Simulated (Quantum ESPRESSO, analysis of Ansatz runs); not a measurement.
# A hop of O in HfO2 (P2_1/c), charge +2 (Quantum ESPRESSO), part 3 of 3

How high is the barrier when O changes place in HfO2 (P2_1/c)? The case: V_O hop (2.5 Å), charge +2, in a cell of 48 host atoms with 1 O taken out.

Quantum ESPRESSO 7.5; Quantum ESPRESSO plane-wave DFT, PBEsol, GBRV 1.5 PBEsol potentials; nudged elastic band between two relaxed defect structures at fixed charge in a uniform background.

So far: Starting point; Relaxation of the start point, charge +2; Relaxation of the end point, charge +2.

### 4. Nudged elastic band, charge +2

3 movable images are laid between the ends by interpolation. Each image feels the true force across the path and a spring force along it. The highest image is set to climb to the top of the path.

This step: Quantum ESPRESSO plane-wave DFT, PBEsol, GBRV 1.5 PBEsol potentials; nudged elastic band between two relaxed defect structures at fixed charge in a uniform background.

The input, neb.in:

```
BEGIN
BEGIN_PATH_INPUT
&PATH
  restart_mode = 'from_scratch'
  string_method = 'neb'
  nstep_path = 45
  ds = 1.5
  opt_scheme = 'broyden'
  num_of_images = 5
  k_max = 0.3
  k_min = 0.2
  CI_scheme = 'auto'
  path_thr = 0.06
/
END_PATH_INPUT
BEGIN_ENGINE_INPUT
&CONTROL
  prefix = 'pwscf'
  outdir = './tmp'
  pseudo_dir = './pseudo'
  disk_io = 'low'
/
&SYSTEM
  ibrav = 0
  nat = 47
  ntyp = 2
  ecutwfc = 36
  ecutrho = 288
  nbnd = 192
  occupations = 'fixed'
  tot_charge = 2
  nosym = .true.
/
&ELECTRONS
  conv_thr = 5d-08
  electron_maxstep = 100
  mixing_beta = 0.5
/
ATOMIC_SPECIES
Hf   178.4900 hf_pbesol_v1.uspp.F.UPF
O     15.9990 o_pbesol_v1.2.uspp.F.UPF
CELL_PARAMETERS angstrom
  -5.9416700219    5.1632183080    5.1583953540
   4.2040263251   -5.1632183080    5.1655566081
   5.9416700219    5.1632183080   -5.1583953540
BEGIN_POSITIONS
FIRST_IMAGE
ATOMIC_POSITIONS crystal
Hf     0.0871350531    0.4862088527    0.8676570012
Hf     0.0777557441    0.9845193297    0.3623372306
Hf     0.5800379093    0.4933395591    0.3657378397
Hf     0.5817964344    1.0176267730    0.8792295345
Hf     0.3741321776    0.2621299277    0.8392233535
Hf     0.3762589095    0.7576363668    0.3433382525
Hf     0.8748010506    0.2576141343    0.3441091329
Hf     0.8987735815    0.7529894177    0.8425306979
Hf     0.4214994379    0.0104183070    0.1401660295
Hf     0.3916267987    0.4851657005    0.6138223328
Hf     0.9139094324    0.0011463346    0.6283733429
Hf     0.9204411719    0.5092260585    0.1346201232
Hf     0.1145340114    0.2332481136    0.1476500134
Hf     0.1325957661    0.7416629277    0.6555878063
Hf     0.6288033871    0.2432490402    0.6614097078
Hf     0.6245239979    0.7412388676    0.1585327025
O      0.3585863370    0.2118074388    0.5907449932
O      0.3649181367    0.7183029597    0.1006900814
O      0.8574678602    0.2153279847    0.0953795291
O      0.8695162242    0.7088032992    0.5923095976
O      0.3827195972    0.0414866082    0.8997384655
O      0.3769383963    0.5324114174    0.3973436188
O      0.8789303741    0.0322100783    0.3963605466
O      0.8860045390    0.5296453891    0.8950703276
O      0.1286611087    0.2719914845    0.3903161729
O      0.1424412745    0.7847108373    0.9022059385
O      0.6373653878    0.2924753263    0.9050129955
O      0.6370597065    0.7818800496    0.4053276560
O      0.1192006453    0.4616249409    0.1021148819
O      0.1207539437    0.9651756440    0.6021795175
O      0.6250463940    0.5089784000    0.6326596522
O      0.6196169396    0.9665196051    0.1005950944
O      0.3310129176    0.2042654828    0.1872426370
O      0.3649097807    0.7230486423    0.7029426955
O      0.8372666441    0.2079792573    0.6817658922
O      0.8362634191    0.7039956579    0.1925765250
O      0.4808463451    0.0444356493    0.3827167785
O      0.4838565066    0.5464421452    0.8749972525
O      0.9360853404    0.0179269886    0.8610293376
O      0.9921968475    0.5399252575    0.3812539934
O      0.1617392125    0.2827009756    0.8207559310
O      0.1633495526    0.7909243514    0.3073666758
O      0.6649981772    0.2945801400    0.3202829607
O      0.0410208435    0.4623634277    0.6275139979
O     -0.0044706463    0.9449713014    0.1068700805
O      0.5168502072    0.4585456771    0.1209680779
O      0.5285749904    0.9647457494    0.6301506117
INTERMEDIATE_IMAGE
ATOMIC_POSITIONS crystal
Hf     0.0858385136    0.4865767296    0.8665629728
Hf     0.0799261199    0.9868364062    0.3645518234
[... 45 atom lines left out ...]
INTERMEDIATE_IMAGE
ATOMIC_POSITIONS crystal
Hf     0.0845419741    0.4869446066    0.8654689444
Hf     0.0820964958    0.9891534826    0.3667664161
[... 45 atom lines left out ...]
INTERMEDIATE_IMAGE
ATOMIC_POSITIONS crystal
Hf     0.0832454346    0.4873124836    0.8643749160
Hf     0.0842668717    0.9914705591    0.3689810088
[... 45 atom lines left out ...]
LAST_IMAGE
ATOMIC_POSITIONS crystal
Hf     0.0819488951    0.4876803605    0.8632808876
Hf     0.0864372475    0.9937876355    0.3711956015
Hf     0.5815268986    0.4904310899    0.3505563169
[... 4 atom lines left out ...]
Hf     0.8966361984    0.7791897374    0.8613925398
[... 1 atom line left out ...]
Hf     0.4001828301    0.5122303559    0.6363558756
[... 4 atom lines left out ...]
Hf     0.6234139096    0.2157081069    0.6592391158
[... 1 atom line left out ...]
O      0.3780331781    0.2270381361    0.5958387031
[... 2 atom lines left out ...]
O      0.8531649590    0.7040190997    0.5989091727
[... 1 atom line left out ...]
O      0.3890279148    0.5306054104    0.4026229126
[... 1 atom line left out ...]
O      0.8521740888    0.5190316149    0.8594457413
[... 6 atom lines left out ...]
O      0.6567916918    0.7599982425    0.7872951017
[... 2 atom lines left out ...]
O      0.3358002995    0.7125682080    0.6962411785
[... 3 atom lines left out ...]
O      0.4792135446    0.5412149762    0.8795821653
O      0.9935776223    0.0500762066    0.8852403446
[... 7 atom lines left out ...]
O      0.5221625503    0.9459301546    0.6226844952
END_POSITIONS
K_POINTS gamma
END_ENGINE_INPUT
END
```

Command:

```
OMP_NUM_THREADS=1 mpirun -n 4 neb.x -ni 2 -inp neb.in > neb.out
```

What it wrote:

```text
[shortened: banners, details of potentials and solvers, and blank lines are left out]
[banner, memory and clock lines left out]
     path-images division:  nimage    =       2
     initial path length           =  4.0950 bohr
     initial inter-image distance  =  1.0237 bohr
     string_method                 =    neb
     restart_mode                  =    from_scratch
     opt_scheme                    =    broyden
     num_of_images                 =    5
     nstep_path                    =    45
     CI_scheme                     =    auto
     first_last_opt                =    F
     use_freezing                  =    F
     ds                            =    1.5000 a.u.
     k_max                         =    0.3000 a.u.
     k_min                         =    0.2000 a.u.
     path_thr                      =    0.0600 eV / A
     ------------------------------ iteration   1 ------------------------------
     activation energy (->) =   1.287493 eV
     activation energy (<-) =   0.345907 eV
     image        energy (eV)        error (eV/A)        frozen
         1     -48237.1990859            0.027936            T
         2     -48236.6645749            1.118494            F
         3     -48235.9187935            2.330431            F
         4     -48235.9115932            1.629994            F
         5     -48236.2575002            0.030634            T
     climbing image =  4
     path length          =  4.095 bohr
     inter-image distance =  1.024 bohr
     ------------------------------ iteration   2 ------------------------------
     activation energy (->) =   1.158153 eV
     activation energy (<-) =   0.216568 eV
     image        energy (eV)        error (eV/A)        frozen
         1     -48237.1990859            0.027936            T
         2     -48236.7436842            0.529843            F
         3     -48236.1730438            0.580433            F
         4     -48236.0409327            0.399427            F
         5     -48236.2575002            0.030634            T
     climbing image =  4
     path length          =  4.119 bohr
[...]
------------------------------ iteration   3 ------------------------------
     activation energy (->) =   1.120466 eV
     activation energy (<-) =   0.178880 eV
     image        energy (eV)        error (eV/A)        frozen
         1     -48237.1990859            0.027936            T
         2     -48236.7644779            0.364728            F
         3     -48236.2326297            0.544753            F
         4     -48236.0786198            0.271345            F
         5     -48236.2575002            0.030634            T
     climbing image =  4
     path length          =  4.134 bohr
[...]
------------------------------ iteration   4 ------------------------------
     activation energy (->) =   1.092557 eV
     activation energy (<-) =   0.150972 eV
     image        energy (eV)        error (eV/A)        frozen
         1     -48237.1990859            0.027936            T
         2     -48236.7766484            0.239042            F
         3     -48236.2721176            0.377634            F
         4     -48236.1065285            0.129089            F
         5     -48236.2575002            0.030634            T
     climbing image =  4
     path length          =  4.184 bohr
[...]
------------------------------ iteration   5 ------------------------------
     activation energy (->) =   1.085392 eV
     activation energy (<-) =   0.143806 eV
     image        energy (eV)        error (eV/A)        frozen
         1     -48237.1990859            0.027936            T
         2     -48236.7893332            0.205401            F
         3     -48236.2901871            0.257149            F
         4     -48236.1136940            0.087206            F
         5     -48236.2575002            0.030634            T
     climbing image =  4
     path length          =  4.197 bohr
[...]
------------------------------ iteration   6 ------------------------------
     activation energy (->) =   1.077331 eV
     activation energy (<-) =   0.135745 eV
     image        energy (eV)        error (eV/A)        frozen
         1     -48237.1990859            0.027936            T
         2     -48236.8125317            0.227196            F
         3     -48236.3076005            0.319720            F
         4     -48236.1217548            0.088285            F
         5     -48236.2575002            0.030634            T
     climbing image =  4
     path length          =  4.228 bohr
[...]
------------------------------ iteration   7 ------------------------------
     activation energy (->) =   1.079764 eV
     activation energy (<-) =   0.138178 eV
     image        energy (eV)        error (eV/A)        frozen
         1     -48237.1990859            0.027936            T
         2     -48236.8395786            0.303045            F
         3     -48236.3217627            0.444417            F
         4     -48236.1193221            0.122799            F
         5     -48236.2575002            0.030634            T
     climbing image =  4
     path length          =  4.437 bohr
[...]
------------------------------ iteration   8 ------------------------------
     activation energy (->) =   1.070767 eV
     activation energy (<-) =   0.129181 eV
     image        energy (eV)        error (eV/A)        frozen
         1     -48237.1990859            0.027936            T
         2     -48236.8489377            0.164829            F
         3     -48236.3363205            0.110495            F
         4     -48236.1283189            0.067968            F
         5     -48236.2575002            0.030634            T
     climbing image =  4
     path length          =  4.319 bohr
[...]
------------------------------ iteration   9 ------------------------------
     activation energy (->) =   1.069929 eV
     activation energy (<-) =   0.128343 eV
     image        energy (eV)        error (eV/A)        frozen
         1     -48237.1990859            0.027936            T
         2     -48236.8547054            0.123380            F
         3     -48236.3401319            0.089690            F
         4     -48236.1291570            0.059156            F
         5     -48236.2575002            0.030634            T
     climbing image =  4
     path length          =  4.322 bohr
[...]
------------------------------ iteration  10 ------------------------------
     activation energy (->) =   1.068198 eV
     activation energy (<-) =   0.126612 eV
     image        energy (eV)        error (eV/A)        frozen
         1     -48237.1990859            0.027936            T
         2     -48236.8718061            0.042808            F
         3     -48236.3501788            0.078168            F
         4     -48236.1308883            0.028708            F
         5     -48236.2575002            0.030634            T
     climbing image =  4
     path length          =  4.335 bohr
[...]
------------------------------ iteration  11 ------------------------------
     activation energy (->) =   1.067919 eV
     activation energy (<-) =   0.126333 eV
     image        energy (eV)        error (eV/A)        frozen
         1     -48237.1990859            0.027936            T
         2     -48236.8773534            0.039434            F
         3     -48236.3528573            0.067019            F
         4     -48236.1311672            0.036616            F
         5     -48236.2575002            0.030634            T
     climbing image =  4
     path length          =  4.343 bohr
[...]
------------------------------ iteration  12 ------------------------------
     activation energy (->) =   1.067804 eV
     activation energy (<-) =   0.126218 eV
     image        energy (eV)        error (eV/A)        frozen
         1     -48237.1990859            0.027936            T
         2     -48236.8769050            0.031676            F
         3     -48236.3520297            0.043844            F
         4     -48236.1312823            0.034607            F
         5     -48236.2575002            0.030634            T
     climbing image =  4
     path length          =  4.345 bohr
     inter-image distance =  1.086 bohr
     neb: convergence achieved in  12 iterations
```

The job ended after 25 min (4 MPI ranks of Arm Neoverse V1, shared host; peak memory 2.4 GiB).

The path, image by image:

```tsv
image	path (Å)	energy (eV)	O31: x, y, z (Å)
0	0.000	0.0000	2.185, 3.866, 2.590
1	0.666	0.3222	2.608, 3.673, 2.849
2	1.217	0.8471	3.071, 3.589, 3.017
3	1.697	1.0678	3.488, 3.556, 3.130
4	2.299	0.9416	3.970, 3.532, 3.253
```

Numbers from this step:

| Quantity | Value |
| --- | --- |
| barrier forward | 1.068 eV |
| barrier backward | 0.1262 eV |
| end less start | 0.9416 eV |
| hop length | 1.934 Å |

The band met its tolerance of 0.06 eV/Å after 12 iterations, with image 3 on top (the start counts as 0). O31, which moves farthest between the ends, has 4 Hf at 2.07 to 2.36 Å nearest at the start and 2 Hf at 1.96 Å at the top.

### 5. Outcome

```json
{"barrier forward": "1.07 eV", "barrier backward": "0.13 eV", "end less start": "0.94 eV", "hop length": "1.93 Å", "band iterations, as the log counts them": "12"}
```

**Reading.** The top of the band lies 1.07 eV above the start and 0.13 eV above the end. In the end relaxations the farther half of the atoms moved by 0.10 Å r.m.s. or more, so the host itself may distort at this sampling, and part of the barrier may belong to that. The ends differ by 0.94 eV, so they aren't like places or like states; the smaller barrier is only the way out of the higher one. At the top O31 stands 1.96 Å from its nearest Hf, 0.11 Å closer than at the start. The order of the top as a saddle was not checked for all atoms, so a bent path could be lower. No image-charge correction is applied; it largely cancels along a path if the charge stays localised alike. What this leaves open: sampling at the zone centre alone can move energies of charged and open-shell states by tenths of an eV or more in cells of this size; periodic copies of the defect are only 8.4 Å apart; spin–orbit coupling, which can matter with heavy atoms, is left out. The cutoff of 36 Ry is under the 40 Ry advised for these potentials.

[Logs are printed without paths, hosts, clocks, repeated set-up lines and the standing remarks that a program may print on its own settings, such as how far it seeks lower states.]

[Hosts, paths, dates, database ids (printed as entryN), source tags and the programs' standing remarks are cut or masked in the printed files.]
